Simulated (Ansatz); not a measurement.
## Mg: short molecular dynamics at 1200 K

The calculation used Ansatz, DFT PBE, scalar-relativistic, plane waves, PAW. Cutoff 420 eV, shifted (0.5, 0.5, 0.5 steps) 2×2×2 k-points, Fermi–Dirac smearing of 0.1 eV. The mesh is coarse. No spin polarisation.

18 atoms, starting at 1.04 times the perfect crystal's volume (space group P6_3/mmc, the cell as given, not relaxed at this level); Langevin thermostat at 1200 K (friction 0.02 fs⁻¹), fixed cell; 29 steps of 6 fs. The run is short and not equilibrated. The crystal has no gap, and so coarse a mesh can leave errors of tens of meV/atom and of a GPa or more. The time step is on the long side.

First frame:

```
Mg
1.0
     0.00000    5.63177    5.27889
    -4.87726   -2.81588    5.27889
     4.87726   -2.81588    5.27889
Mg
18
Direct
  0.30556 0.63889 0.30556
  0.63889 0.63889 0.97222
  0.30556 0.30556 0.63889
  0.30556 0.97222 0.97222
  0.63889 0.30556 0.30556
  0.97222 0.63889 0.63889
  0.97222 0.30556 0.97222
  0.63889 0.97222 0.63889
  0.97222 0.97222 0.30556
  0.36111 0.69444 0.69444
  0.69444 0.69444 0.36111
  0.36111 0.36111 0.02778
  0.36111 0.02778 0.36111
  0.69444 0.36111 0.69444
  0.02778 0.69444 0.02778
  0.02778 0.36111 0.36111
  0.69444 0.02778 0.02778
  0.02778 0.02778 0.69444
```

```yaml
Mean_temperature_over_the_second_half: 1166 K
Mean_pressure_over_the_second_half_kinetic_part_included: 1.4 GPa
Mean_potential_energy_above_the_perfect_crystal_as_given_at_volume_ratio_1;_besides_heat_the_difference_comes_from_the_volume_4_%_larger;_the_free_energy_holds_the_electrons'_entropy: 146 meV/atom
Mean-square_drift_of_Mg_from_first_to_last_step_mean_shift_of_all_atoms_removed: 0.18 Å²
```

Pair distribution functions g(r), second half of the run, up to half the cell's height:

| r (Å) | Mg-Mg |
| --- | --- |
| 2.45 | 0.0 |
| 2.55 | 0.1 |
| 2.65 | 0.3 |
| 2.75 | 0.8 |
| 2.85 | 1.3 |
| 2.95 | 2.4 |
| 3.05 | 3.2 |
| 3.15 | 3.1 |
| 3.25 | 2.4 |
| 3.35 | 2.4 |
| 3.45 | 2.1 |
| 3.55 | 1.7 |
| 3.65 | 1.1 |

Along the run (potential energy from its first value; pressure with the kinetic part):

| t (fs) | T (K) | ΔE_pot (meV/atom) | P (GPa) |
| --- | --- | --- | --- |
| 0.0 | 1133 | 0.0 | -1.0 |
| 6.0 | 1292 | 5.2 | -0.8 |
| 12.0 | 1158 | 20.8 | -0.6 |
| 18.0 | 845 | 44.4 | -0.3 |
| 24.0 | 622 | 70.0 | 0.0 |
| 30.0 | 630 | 91.2 | 0.3 |
| 36.0 | 735 | 105.4 | 0.6 |
| 42.0 | 965 | 109.1 | 0.8 |
| 48.0 | 1259 | 108.3 | 1.0 |
| 54.0 | 996 | 111.0 | 0.9 |
| 60.0 | 892 | 113.4 | 0.9 |
| 66.0 | 1098 | 114.3 | 1.0 |
| 72.0 | 1146 | 115.3 | 1.0 |
| 78.0 | 874 | 114.3 | 0.8 |
| 84.0 | 1250 | 110.9 | 1.0 |
| 90.0 | 1378 | 110.2 | 1.1 |
| 96.0 | 1270 | 115.4 | 1.1 |
| 102.0 | 1073 | 123.0 | 1.1 |
| 108.0 | 1095 | 124.1 | 1.2 |
| 114.0 | 1136 | 123.9 | 1.2 |
| 120.0 | 1184 | 127.4 | 1.3 |
| 126.0 | 1214 | 134.0 | 1.4 |
| 132.0 | 1230 | 141.2 | 1.6 |
| 138.0 | 1288 | 149.0 | 1.7 |
| 144.0 | 1504 | 160.7 | 2.0 |
| 150.0 | 1060 | 167.9 | 1.8 |
| 156.0 | 1008 | 164.7 | 1.7 |
| 162.0 | 1002 | 158.1 | 1.6 |
| 168.0 | 976 | 150.8 | 1.5 |
| 174.0 | 1079 | 145.5 | 1.5 |

Cost: 1 run of about 16 core-minutes (earlier runs that led there not counted), on Arm Neoverse N1 (shared hosts).